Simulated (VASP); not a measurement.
# PbO2: electric field gradients with PBE

The system is PbO2.

```
CELL_PARAMETERS angstrom
0.00000 2.70199 2.70199
2.70199 0.00000 2.70199
2.70199 2.70199 0.00000
ATOMIC_POSITIONS crystal
Pb 0.00000 0.00000 0.00000
O 0.25000 0.25000 0.25000
O 0.75000 0.75000 0.75000
```

The cell comes from a database or a generator and needn't be the stable form of this composition.

- Program: VASP 6.6.1
- Task: electric field gradients
- Functional: PBE
- Potentials or basis: VASP PAW PBE potentials, release 64 (Pb_d, O)
- Cutoff: 520 eV
- k mesh: 12 × 12 × 12
- Occupations: fermi-dirac, width 0.05 eV
- Spin: no spin polarisation
- Dipole correction: no
- Further INCAR settings: ALGO = Normal; EDIFF = 1e-08; NBANDS = 20

* Pressure: 0.4 GPa
* Band gap on the k mesh: none (metal or under the smearing width)

Levels at points of the mesh, in eV from the Fermi level:
```tsv
k point	band 10	band 11	band 12	band 13	band 14	band 15	band 16	band 17
(0.00, 0.00, 0.00)	-1.99	-1.99	-1.22	-1.22	-1.22	6.97	6.97	6.97
(0.50, 0.00, 0.00)	-2.78	-2.78	-1.43	-1.43	2.54	7.12	9.47	9.47
(0.50, 0.50, 0.00)	-4.48	-0.26	-0.16	-0.16	1.65	6.17	9.43	10.79
```

Electric field gradients, principal values (V/Å²):
```
atom     Vxx     Vyy    Vzz
1 Pb  -0.001  -0.001  0.002
 2 O  -0.004  -0.004  0.007
 3 O  -0.004  -0.004  0.007
```

Wall time 26 s on 1 thread of Intel(R) Xeon(R) 6975P-C (Granite Rapids), with other jobs on the host, peak memory 0.19 GiB.

The run has no spin-orbit coupling, so splittings on Pb are missing.
